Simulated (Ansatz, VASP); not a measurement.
# One calculation of Ag, two programs

File INCAR:

```
  PREC = Accurate
  ENCUT = 520
  EDIFF = 1E-7
  ISMEAR = 0
  SIGMA = 0.15
  LREAL = F
  LASPH = T
  NELM = 80
  ALGO = Normal
  ISIF = 2
  LWAVE = F
  LCHARG = F
  GGA = PS
  NBANDS = 18
```

Contents of KPOINTS:

```
Automatic mesh
0
Gamma
  9 9 5
```

File POSCAR:

```
Ag
1.0
    2.9542159742      0.0000000000      0.0000000000
   -1.4771079871      2.5584256453      0.0000000000
    0.0000000000      0.0000000000      4.8295885721
Ag
2
Direct
    0.3333333333      0.6666666667      0.2500000000
    0.6666666667      0.3333333333      0.7500000000
```

Input for Ansatz:

```yaml
crystal:
  lattice:
    - [2.954215974194523, 0.0, 0.0]
    - [-1.4771079870972614, 2.55842564525044, 0.0]
    - [0.0, 0.0, 4.82958857214736]
  atoms:
    - { symbol: Ag, position: [0.3333333333333333, 0.6666666666666666, 0.25] }
    - { symbol: Ag, position: [0.6666666666666666, 0.3333333333333333, 0.75] }
basis:
  ecutwfc: 500.0
kpoints:
  mp_grid:
    grid: [9, 9, 5]
hamiltonian:
  xc: pbesol
scf:
  occupations:
    method: gaussian
    width: 0.15
output:
  stress: true
```

This isn't the form of Ag at room conditions, which is fcc.

Alike in both runs: task single point; functional PBEsol; k mesh 9 × 9 × 5; occupations gaussian, width 0.15 eV; no spin polarisation.

|  | VASP | Ansatz |
| --- | --- | --- |
| version | VASP 6.6.1 | Ansatz 0.2.0 |
| potentials or method | VASP PAW PBE potentials, release 64 (Ag) | plane waves, PAW |
| plane-wave cutoff (eV) | 520 | 500 |
| valence electrons in the cell | 22 | 38 |

|  | VASP | Ansatz | Ansatz less VASP |
| --- | --- | --- | --- |
| pressure (GPa) | -8.7 | -8.5 | +0.12 |
| largest component of the traceless stress (GPa) | 0.99 | 1.00 | +0.004 |

The two sets of potentials don't hold the same shells in valence.

Caveats: the PAW data sets were made with another functional, which shifts forces and pressure a little (VASP).
